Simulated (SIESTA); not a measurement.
NaI in SIESTA: the effect of functional

The system is NaI.

```xyz
2
Lattice="0.0000 3.2364 3.2364 3.2364 0.0000 3.2364 3.2364 3.2364 0.0000" Properties=species:S:1:pos:R:3 pbc="T T T"
I     3.2364    3.2364    3.2364
Na    0.0000    0.0000    0.0000
```

Alike in all runs:

```yaml
Program: SIESTA 5.4.2
Task: band structure
Basis: DZP (energy shift 0.003 Ry; two zetas on semicore shells)
Grid_cutoff: 800 Ry
Energy_shift: 0.003 Ry
k_mesh: 7 × 7 × 7
Occupations: fermi-dirac, width 0.05 eV
Spin: no spin polarisation
```

```tsv
functional	potentials or basis	gap on the mesh (eV)	pressure (GPa)
PBE	PseudoDojo 0.4 standard (PBE files)	3.76	0.6
LDA	PseudoDojo 0.4 standard (LDA files)	?	?
PBEsol	PseudoDojo 0.4 standard (PBEsol files)	3.64	-0.4
```

**Question.** What does the run with functional LDA give?

**Answer.** gap on the mesh 3.48 eV; pressure -1.5 GPa.

Caveats: spin-orbit coupling is left out, which moves the levels of the heavy elements; the basis of atomic orbitals isn't converged, which shifts pressures, moduli and gaps.

